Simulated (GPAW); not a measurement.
Runs of GPAW 26.7.0 on Mg. The structure is hexagonal, space group P6_3/mmc (No. 194). The conventional cell has a = 3.209 Å, b = 3.209 Å, c = 5.210 Å, α = 90.00°, β = 90.00°, γ = 120.00°. Around Mg (site symmetry -6m2) lie 12 Mg at 3.20 to 3.21 Å. 

| task | level | potentials or basis | cell | eigensolver | optimizer | fmax | max steps | convergence | gap on the mesh (eV) | pressure (GPa) |
| --- | --- | --- | --- | --- | --- | --- | --- | --- | --- | --- |
| single point | SCAN | GPAW PAW data sets (gpaw-data 1.2.1), pw | as given | - | - | - | - | - | none | (a) |
| single point | vdW-DF2 | GPAW PAW data sets (gpaw-data 1.2.1), pw | as given | - | - | - | - | - | none | - |
| single point | BLYP | PAW data sets generated in the run's folder for this functional, pw | as given | davidson | - | - | - | - | none | 0.4 |
| relaxation of cell and atoms | RPBE+D4 | the program's PAW data sets (release 1.2.1) made for this functional, pw | relaxed | - | BFGS | 0.01 eV/Å | 60 | density=1e-05 forces=0.0001 | none | 0.0 |
| single point | r2SCAN | GPAW PAW data sets (gpaw-data 1.2.1), pw | as given | - | - | - | - | - | none | (b) |
| single point | revPBE | the program's PAW data sets (release 1.2.1) made for this functional, pw | as given | - | - | - | - | - | none | 0.5 |
| single point | vdW-DF-cx | GPAW PAW data sets (gpaw-data 1.2.1), pw | as given | - | - | - | - | - | none | - |
| single point | optB88-vdW | GPAW PAW data sets (gpaw-data 1.2.1), pw | as given | - | - | - | - | - | none | - |
| single point | LDA | the program's PAW data sets (release 1.2.1) made for this functional, pw | as given | - | - | - | - | - | none | -2.4 |

Alike in all rows: no spin polarisation; k mesh 10 × 10 × 5; cutoff (eV) 800; smearing fermi-dirac 0.05 eV.

Estimate the missing entries.

(a) -0.8; (b) -0.9.

Caveats: the PAW data sets were made with another functional, which shifts forces and pressure a little (some runs); later steps reuse the first step's grids (some runs); pairwise dispersion overbinds metals, which lowers pressure and volume (some runs).

A gap of «none» marks a metal or a gap under the smearing width.

Runs at the PBE level aren't shown here.
